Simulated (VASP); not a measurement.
# Ta2N (P-3m1) in VASP: further runs

The runs below take Ta2N through equation of state, with r2SCAN.

Program: VASP 6.6.1. These are calculated values, not measurements. Logs are shortened: lines on timing, memory, paths and dates and some standing lists are left out, and cuts for length are marked.

### 1 Starting point

It takes space group P-3m1 (No. 164, trigonal). Conventional cell: a = 3.077 Å, b = 3.077 Å, c = 4.901 Å, α = 90.00°, β = 90.00°, γ = 120.00°. Around Ta (site symmetry 3m) lie 3 N at 2.18 Å. N (site symmetry -3m) is surrounded by 6 Ta at 2.18 Å.

The cell comes from a database or a generator and needn't be the stable form of this composition.

### 2 Equation of state, r2SCAN, 12.86 Å³/atom (a relaxed cell with its volume scaled by 0.96)

INCAR

```
PREC = Accurate
ENCUT = 520
EDIFF = 1E-7
ISMEAR = -1
SIGMA = 0.05
LREAL = False
LASPH = True
NELM = 100
ALGO = Normal
ISIF = 2
LWAVE = False
LCHARG = False
METAGGA = R2SCAN
LMIXTAU = True
```

KPOINTS

```
regular mesh
0
Gamma
  8 8 6
```

POSCAR

```
Ta2N                                    
1.0
    3.0350410586      0.0000000000      0.0000000000
   -1.5175205293      2.6284226582      0.0000000000
    0.0000000000      0.0000000000      4.8349508772
  Ta              N             
     2     1
Direct
     0.3333333332999970    0.6666666667000030    0.2575505769921302
     0.6666666667000030    0.3333333332999970    0.7424494230078699
     0.0000000000000000    0.0000000000000000    0.0000000000000000
```

Potentials or basis: VASP PAW PBE potentials, release 64 (Ta_pv, N).

Started as:

```console
$ cat potpaw_PBE.64/Ta_pv/POTCAR potpaw_PBE.64/N/POTCAR > POTCAR
$ mpirun -np 1 vasp_std > vasp.out
```

OUTCAR:

```text
PREC = Accurate
   ENCUT = 520
   EDIFF = 1E-7
   ISMEAR = -1
   LREAL = False
   LASPH = True
   NELM = 100
   ISIF = 2
   METAGGA = R2SCAN

 ion  position               nearest neighbor table
   1  0.333  0.667  0.258-   3 2.15   3 2.15   3 2.15   2 2.93   2 2.93   2 2.93   2 3.05   2 3.05
                             2 3.05
   2  0.667  0.333  0.742-   3 2.15   3 2.15   3 2.15   1 2.93   1 2.93   1 2.93   1 3.05   1 3.05
                             1 3.05
   3  0.000  0.000  0.000-   1 2.15   2 2.15   1 2.15   2 2.15   2 2.15   1 2.15

  LATTYP: Found a hexagonal cell.
 ALAT       =     3.0350410586
 C/A-ratio  =     1.5930429882

  Lattice vectors:

 A1 = (   3.0350410586,   0.0000000000,   0.0000000000)
 A2 = (  -1.5175205293,   2.6284226582,   0.0000000000)
 A3 = (   0.0000000000,   0.0000000000,   4.8349508772)

Analysis of symmetry for initial positions (statically):
=====================================================================
 Subroutine PRICEL returns:
 Original cell was already a primitive cell.

 Routine SETGRP: Setting up the symmetry group for a
 hexagonal supercell.

 Subroutine GETGRP returns: Found 12 space group operations
 (whereof 12 operations were pure point group operations)
 out of a pool of 24 trial point group operations.

The static configuration has the point symmetry D_3d.

Analysis of symmetry for dynamics (positions and initial velocities):
=====================================================================
 Subroutine PRICEL returns:
 Original cell was already a primitive cell.

 Routine SETGRP: Setting up the symmetry group for a
 hexagonal supercell.

 Subroutine GETGRP returns: Found 12 space group operations
 (whereof 12 operations were pure point group operations)
 out of a pool of 24 trial point group operations.

The dynamic configuration has the point symmetry D_3d.

 Subroutine INISYM returns: Found 12 space group operations
 (whereof 12 operations are pure point group operations),
 and found     1 'primitive' translations

----------------------------------------------------------------------------------------

                                     Primitive cell

  volume of cell :      38.5702

  direct lattice vectors                    reciprocal lattice vectors
     3.035041059  0.000000000  0.000000000     0.329484834  0.190228158  0.000000000
    -1.517520529  2.628422658  0.000000000     0.000000000  0.380456315  0.000000000
     0.000000000  0.000000000  4.834950877     0.000000000  0.000000000  0.206827334

  length of vectors
     3.035041059  3.035041059  4.834950877     0.380456315  0.380456315  0.206827334

  position of ions in fractional coordinates (direct lattice)
     0.333333333  0.666666667  0.257550577
     0.666666667  0.333333333  0.742449423
     0.000000000  0.000000000  0.000000000

  ion indices of the primitive-cell ions
   primitive index   ion index
                 1           1
                 2           2
                 3           3

----------------------------------------------------------------------------------------

 KPOINTS: regular mesh

Automatic generation of k-mesh.
 Grid dimensions read from file:
 generate k-points for:    8    8    6

 Generating k-lattice:

  Cartesian coordinates                     Fractional coordinates (reciprocal lattice)
     0.041185604  0.023778520  0.000000000     0.125000000  0.000000000  0.000000000
     0.000000000  0.047557039  0.000000000     0.000000000  0.125000000  0.000000000
     0.000000000  0.000000000  0.034471222     0.000000000  0.000000000  0.166666667

  Length of vectors
     0.047557039  0.047557039  0.034471222

  Shift w.r.t. Gamma in fractional coordinates (k-lattice)
     0.000000000  0.000000000  0.000000000

 Subroutine IBZKPT returns following result:
 ===========================================

 Found     50 irreducible k-points:

 Following reciprocal coordinates:
            Coordinates               Weight
  0.000000  0.000000  0.000000      1.000000
  0.125000  0.000000  0.000000      6.000000
  0.250000  0.000000  0.000000      6.000000
  0.375000 -0.000000  0.000000      6.000000
  0.500000  0.000000  0.000000      3.000000
  0.125000  0.125000  0.000000      6.000000
[... 16 lines left out ...]
 -0.125000  0.500000  0.166667     12.000000
  0.250000  0.250000  0.166667     12.000000
 [... further k-points ...]
   k-points           NKPTS =     50   k-points in BZ     NKDIM =     50   number of bands    NBANDS=     17
   number of dos      NEDOS =    301   number of ions     NIONS =      3
   total plane-waves  NPLWV =  20736
   dimension x,y,z NGX =    24 NGY =   24 NGZ =   36
   dimension x,y,z NGXF=    48 NGYF=   48 NGZF=   72
   ions per type =               2   1
   NGX,Y,Z   is equivalent  to a cutoff of  13.15, 13.15, 12.38 a.u.
   NGXF,Y,Z  is equivalent  to a cutoff of  26.29, 26.29, 24.76 a.u.
 SYSTEM =  unknown system
   PREC   = accura    normal or accurate (medium, high low for compatibility)
   ISTART =      0    job   : 0-new  1-cont  2-samecut
   ICHARG =      2    charge: 1-file 2-atom 10-const
   ISPIN  =      1    spin polarized calculation?
   LNONCOLLINEAR =      F non collinear calculations
   LSORBIT =      F    spin-orbit coupling
   LASPH  =      T    aspherical Exc in radial PAW
   ENCUT  =  520.0 eV  38.22 Ry    6.18 a.u.   5.64  5.64  8.99*2*pi/ulx,y,z
   NELM   =    100;   NELMIN=  2; NELMDL= -5     # of ELM steps
   EDIFF  = 0.1E-06   stopping-criterion for ELM
   LREAL  =      F    real-space projection
   EDIFFG = 0.1E-05   stopping-criterion for IOM
   NSW    =      0    number of steps for IOM
   IBRION =     -1    ionic relax: 0-MD 1-quasi-New 2-CG
   NFREE  =      0    steps in history (QN), initial steepest desc. (CG)
   ISIF   =      2    stress and relaxation
   ISYM   =      2    0-nonsym 1-usesym 2-fastsym
   POTIM  = 0.5000    time-step for ionic-motion
   TEBEG  =    0.0;   TEEND  =   0.0 temperature during run
   PSTRESS=    0.0 pullay stress
   NELECT =      27.0000    total number of electrons
   NUPDOWN=      -1.0000    fix difference up-down
   EMIN   =  10.00;   EMAX   =-10.00  energy-range for DOS
   EFERMI =   0.00;   METHOD = LEGACY
   ISMEAR =    -1;   SIGMA  =   0.05  broadening in eV -4-tet -1-fermi 0-gaus
   EFERMI_NEDOS =   21; number of points for ismear=-14 and -15
   IALGO  =     38    algorithm
   IMIX   =      4    mixing-type and parameters
     AMIX     =   0.40;   BMIX     =  1.00
     AMIX_MAG =   1.60;   BMIX_MAG =  1.00
  volume/ion in A,a.u.               =      12.86        86.76
  Fermi-wavevector in a.u.,A,eV,Ry     =   1.453602  2.746909 28.748544  2.112958
  Thomas-Fermi vector in A             =   2.570849
   LORBIT       =      0    0 simple, 1 ext, 2 COOP (PROOUT), +10 PAW based schemes
   METAGGA = R2SCAN    functional components
   LHFCALC =     F    Hartree Fock is set to
   AEXX    =    0.0000 exact exchange contribution
   IVDW    =     0    specifies the selected vdW correction
   LEPSILON=     F    determine dielectric tensor
   LRPA    =     F    only Hartree local field effects (RPA)
 non-spin polarized calculation
  energy-cutoff  :      520.00
  volume of cell :       38.57
 maximum number of plane-waves:      1085
 NGX is ok and might be reduce to    24
   NGX = 11   NGY = 11   NGZ = 17

 number of electron      27.0000001 magnetization

 Free energy of the ion-electron system (eV)
  ---------------------------------------------------
  ext. energy  EPLUGINS =         0.00000000
  ---------------------------------------------------
  free energy    TOTEN  =      -108.95640959 eV

  energy without entropy =     -108.94443380  energy(sigma->0) =     -108.95042169

 E-fermi :   8.0119     XC(G=0): -14.2663

 val. band max:        8.0059799423   @ k =   0.5000   0.0000   0.3333
 cond. band min:       8.0141827654   @ k =   0.3750   0.1250   0.3333
 fundamental gap:      0.0082028231
 Fermi energy:         8.0119158689

 k-point     1 :       0.0000    0.0000    0.0000
  band No.  band energies     occupation
      1     -29.0441      2.00000
      2     -28.0824      2.00000
      3     -28.0824      2.00000
      4     -27.9413      2.00000
      5     -27.9413      2.00000
      6     -27.8638      2.00000
[... 9 lines left out ...]
     16       8.5712      0.00003
     17       8.5712      0.00003

 k-point     2 :       0.1250    0.0000    0.0000
  band No.  band energies     occupation
      1     -28.9849      2.00000
      2     -28.2057      2.00000
      3     -28.1239      2.00000
      4     -28.0627      2.00000
      5     -27.9521      2.00000
      6     -27.8816      2.00000
[... 9 lines left out ...]
     16       8.3326      0.00327
     17       9.4820      0.00000

 k-point     3 :       0.2500    0.0000    0.0000
  band No.  band energies     occupation
      1     -28.8274      2.00000
      2     -28.5009      2.00000
      3     -28.3315      2.00000
      4     -28.2149      2.00000
      5     -27.9862      2.00000
      6     -27.9451      2.00000
[... 9 lines left out ...]
     16       9.6661      0.00000
     17      10.0630      0.00000

 k-point     4 :       0.3750   -0.0000    0.0000
  band No.  band energies     occupation
      1     -28.8033      2.00000
      2     -28.6192      2.00000
      3     -28.5726      2.00000
      4     -28.2988      2.00000
      5     -28.0534      2.00000
      6     -28.0258      2.00000
[... 9 lines left out ...]
     16      11.1953      0.00000
     17      11.4723      0.00000
[... 343 lines left out ...]
      1     -28.8782      2.00000
      2     -28.6985      2.00000
      3     -28.4724      2.00000
      4     -28.3265      2.00000
      5     -28.1571      2.00000
      6     -28.0744      2.00000
[... 9 lines left out ...]
     16      10.9994      0.00000
     17      12.0496      0.00000

 k-point    23 :      -0.1250    0.5000    0.1667
  band No.  band energies     occupation
      1     -28.9037      2.00000
      2     -28.6837      2.00000
      3     -28.4393      2.00000
      4     -28.3363      2.00000
      5     -28.1632      2.00000
      6     -28.0802      2.00000
[... 9 lines left out ...]
     16      11.2736      0.00000
     17      12.1035      0.00000

 k-point    24 :       0.2500    0.2500    0.1667
  band No.  band energies     occupation
      1     -28.7749      2.00000
      2     -28.7087      2.00000
      3     -28.4362      2.00000
      4     -28.3811      2.00000
      5     -28.2386      2.00000
      6     -28.0783      2.00000
[... 9 lines left out ...]
     16      10.4322      0.00000
     17      11.6935      0.00000

 [... further k-points ...]

------------------------ aborting loop because EDIFF is reached ----------------------------------------

  FORCE on cell =-STRESS in cart. coord.  units (eV):
  Direction    XX          YY          ZZ          XY          YZ          ZX
  --------------------------------------------------------------------------------------
  -------------------------------------------------------------------------------------
  Total        3.2208945      3.2208945      3.2371666      0.0000000      0.0000000      0.0000000
  in kB      133.7935707    133.7935707    134.4695024      0.0000000      0.0000000      0.0000000
  external PRESSURE =     134.0188813 kB  Pullay stress =       0.0000000 kB

 VOLUME and BASIS-vectors are now :
 -----------------------------------------------------------------------------
  energy-cutoff  :      520.00
  volume of cell :       38.57
      direct lattice vectors                 reciprocal lattice vectors
     3.035041059  0.000000000  0.000000000     0.329484834  0.190228158  0.000000000
    -1.517520529  2.628422658  0.000000000     0.000000000  0.380456315  0.000000000
     0.000000000  0.000000000  4.834950877     0.000000000  0.000000000  0.206827334

 POSITION                                       TOTAL-FORCE (eV/Angst)
 -----------------------------------------------------------------------------------
     -0.00000      1.75228      1.24524         0.000000     -0.000000      0.231626
      1.51752      0.87614      3.58971        -0.000000      0.000000     -0.231626
      0.00000      0.00000      0.00000         0.000000      0.000000      0.000000
 -----------------------------------------------------------------------------------
    total drift:                               -0.000000      0.000000     -0.000000

  FREE ENERGIE OF THE ION-ELECTRON SYSTEM (eV)
  ---------------------------------------------------
  free  energy   TOTEN  =      -108.9564095863 eV

  energy  without entropy=     -108.9444338000  energy(sigma->0) =     -108.95042169
```

Wall time 62 s (1 thread of Intel Xeon 6975P-C (Granite Rapids), shared host); peak memory 0.18 GiB.

Results:

```yaml
Free_energy: -108.9564 eV
Pressure: 13.4 GPa
Largest_force: 0.232 eV/Å
Band_gap_on_the_k_mesh: none (metal or under the smearing width)
```

Caveat: the PAW data sets were made with another functional, which shifts forces and pressure a little.

### 3 Equation of state, r2SCAN, 13.12 Å³/atom (a relaxed cell with its volume scaled by 0.98)

INCAR is that of step 2.

KPOINTS is that of step 2.

POSCAR

```
Ta2N                                    
1.0
    3.0559730377      0.0000000000      0.0000000000
   -1.5279865189      2.6465502839      0.0000000000
    0.0000000000      0.0000000000      4.8682964197
  Ta              N             
     2     1
Direct
     0.3333333332999970    0.6666666667000030    0.2575505769921302
     0.6666666667000030    0.3333333332999970    0.7424494230078699
     0.0000000000000000    0.0000000000000000    0.0000000000000000
```

Potentials or basis: VASP PAW PBE potentials, release 64 (Ta_pv, N).

Started as:

```console
$ cat potpaw_PBE.64/Ta_pv/POTCAR potpaw_PBE.64/N/POTCAR > POTCAR
$ mpirun -np 1 vasp_std > vasp.out
```

Run time: 62 s. Hardware: 1 thread of Intel Xeon 6975P-C (Granite Rapids), shared host; peak memory 0.18 GiB.

It converged, with:

| Property | Result |
| --- | --- |
| Free energy | -109.0063 eV |
| Pressure | 6.4 GPa |
| Largest force | 0.115 eV/Å |
| Band gap on the k mesh | none (metal or under the smearing width) |

Caveat: the PAW data sets were made with another functional, which shifts forces and pressure a little.

### 4 Equation of state, r2SCAN, 13.39 Å³/atom

INCAR is that of step 3.

KPOINTS is that of step 3.

POSCAR

```
Ta2N                                    
1.0
    3.0766221306      0.0000000000      0.0000000000
   -1.5383110653      2.6644329229      0.0000000000
    0.0000000000      0.0000000000      4.9011913123
  Ta              N             
     2     1
Direct
     0.3333333332999970    0.6666666667000030    0.2575505769921302
     0.6666666667000030    0.3333333332999970    0.7424494230078699
     0.0000000000000000    0.0000000000000000    0.0000000000000000
```

Started as:

```console
$ cat potpaw_PBE.64/Ta_pv/POTCAR potpaw_PBE.64/N/POTCAR > POTCAR
$ mpirun -np 1 vasp_std > vasp.out
```

Run time: 74 s. Hardware: 1 thread of Intel Xeon 6975P-C (Granite Rapids), shared host; peak memory 0.18 GiB.

It converged, with:

```yaml
Free_energy: -109.0227 eV
Pressure: 0.1 GPa
Largest_force: 0.009 eV/Å
Band_gap_on_the_k_mesh: none (metal or under the smearing width)
```

Caveat: the PAW data sets were made with another functional, which shifts forces and pressure a little.

### 5 Equation of state, r2SCAN, 13.66 Å³/atom (a relaxed cell with its volume scaled by 1.02)

INCAR is that of step 4.

KPOINTS is that of step 4.

POSCAR

```
Ta2N                                    
1.0
    3.0969977054      0.0000000000      0.0000000000
   -1.5484988527      2.6820786882      0.0000000000
    0.0000000000      0.0000000000      4.9336504789
  Ta              N             
     2     1
Direct
     0.3333333332999970    0.6666666667000030    0.2575505769921302
     0.6666666667000030    0.3333333332999970    0.7424494230078699
     0.0000000000000000    0.0000000000000000    0.0000000000000000
```

Started as:

```console
$ cat potpaw_PBE.64/Ta_pv/POTCAR potpaw_PBE.64/N/POTCAR > POTCAR
$ mpirun -np 1 vasp_std > vasp.out
```

It took 73 s on 1 thread of Intel Xeon 6975P-C (Granite Rapids), shared host; peak memory 0.19 GiB.

The run converged. Its results:

```
Free energy            : -109.0089 eV
Pressure               : -5.6 GPa
Largest force          : 0.087 eV/Å
Band gap on the k mesh : none (metal or under the smearing width)
```

Caveat: the PAW data sets were made with another functional, which shifts forces and pressure a little.

### 6 Equation of state, r2SCAN, 13.93 Å³/atom (a relaxed cell with its volume scaled by 1.04)

INCAR is that of step 5.

KPOINTS is that of step 5.

POSCAR

```
Ta2N                                    
1.0
    3.1171086436      0.0000000000      0.0000000000
   -1.5585543218      2.6994952716      0.0000000000
    0.0000000000      0.0000000000      4.9656880680
  Ta              N             
     2     1
Direct
     0.3333333332999970    0.6666666667000030    0.2575505769921302
     0.6666666667000030    0.3333333332999970    0.7424494230078699
     0.0000000000000000    0.0000000000000000    0.0000000000000000
```

Potentials or basis: VASP PAW PBE potentials, release 64 (Ta_pv, N).

Started as:

```console
$ cat potpaw_PBE.64/Ta_pv/POTCAR potpaw_PBE.64/N/POTCAR > POTCAR
$ mpirun -np 1 vasp_std > vasp.out
```

Wall time 67 s (1 thread of Intel Xeon 6975P-C (Granite Rapids), shared host); peak memory 0.19 GiB.

The run converged. Its results:

| Property | Result |
| --- | --- |
| Free energy | -108.9681 eV |
| Pressure | -10.7 GPa |
| Largest force | 0.174 eV/Å |
| Band gap on the k mesh | none (metal or under the smearing width) |

Caveat: the PAW data sets were made with another functional, which shifts forces and pressure a little.

### 7 Equation of state, r2SCAN

This step only gathers the single runs of the series.

Results:

- Equilibrium volume: 13.40 Å³/atom
- Bulk modulus at fixed shape and positions: 299 GPa
- Pressure derivative of the bulk modulus: 4.3 (rough: it moves with the points fitted)

Energy against volume, from the lowest point:
| volume (Å³/atom) | energy (meV/atom) |
| --- | --- |
| 12.857 | 22.08 |
| 13.125 | 5.46 |
| 13.392 | 0.00 |
| 13.660 | 4.58 |
| 13.928 | 18.18 |

Caveat: the cell was scaled at fixed shape and fractional positions, which overstates the stiffness of a crystal with free parameters, most of all of layers and chains; the PAW data sets were made with another functional, which shifts forces and pressure a little. Spin-orbit coupling is left out, which matters for the levels of Ta.
